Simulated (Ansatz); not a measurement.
Runs of Ansatz 0.2.0 on AlN. The structure is hexagonal, space group P6_3mc (No. 186). Conventional cell: a = 3.113 Å, b = 3.113 Å, c = 4.981 Å, α = 90.00°, β = 90.00°, γ = 120.00°. Al (site symmetry 3m) is surrounded by 4 N at 1.89 Å. N (site symmetry 3m) is surrounded by 4 Al at 1.89 Å. 

```tsv
task	level	cell	k mesh	cutoff (eV)	smearing	atoms under strain	points for each segment of the path	gap on the mesh (eV)	pressure (GPa)	relaxed volume (Å³/atom)	largest force (eV/Å)
single point	PBE	as given	10 × 10 × 6	420	gaussian 0.013 eV	-	-	4.21	3.7	-	0.13
single point	PBE	as given	10 × 10 × 6	420	gaussian 0.02 eV	-	-	4.21	3.7	-	0.13
single point	PBE	as given	10 × 10 × 6	420	gaussian 0.025 eV	-	-	4.21	3.7	-	0.13
relaxation of cell and atoms	revPBE+D3(BJ)	relaxed	10 × 10 × 6	420	fermi-dirac 0.05 eV	-	-	4.30	0.0	10.34	-
single point	PBE	as given	10 × 10 × 6	420	gaussian 0.014 eV	-	-	4.21	3.7	-	0.13
single point	PBE	as given	10 × 10 × 6	420	gaussian 0.015 eV	-	-	4.21	3.7	-	0.13
relaxation of cell and atoms	revPBE+D4	relaxed	10 × 10 × 6	420	fermi-dirac 0.05 eV	-	-	(a)	0.0	10.26	-
electron localisation function	LDA	as given	10 × 10 × 6	420	fermi-dirac 0.05 eV	-	-	4.24	-4.6	-	0.12
elastic constants	LDA	as given	7 × 7 × 5	420	fixed	relaxed	-	4.21	-4.7	-	-
single point	PBE	as given	10 × 10 × 6	420	gaussian 0.017 eV	-	-	4.21	3.7	-	0.13
single point	PBE	as given	10 × 10 × 6	420	gaussian 0.016 eV	-	-	4.21	3.7	-	0.13
band structure	r2SCAN	as given	10 × 10 × 6	500	fermi-dirac 0.05 eV	-	14	(b)	-0.9	-	0.12
```

Alike in all rows: potentials or basis Ansatz PAW; no spin polarisation.

Q: Fill in the values left out.

A: (a) 4.36; (b) 4.86.

Caveats: the PAW data sets come from PBE, with cores solved anew for the run's functional, which leaves a small shift of forces and pressure (some runs); the plane-wave basis is chosen anew once the cell has moved, so the energies of steps on either side of that aren't comparable (some runs); the cell is more than 3 GPa from zero pressure, which shifts response properties (some runs); odd divisions of the mesh miss points on the zone boundary, where band edges often lie, so the gap on the mesh can be too wide (some runs).

A k mesh can miss the band edges.
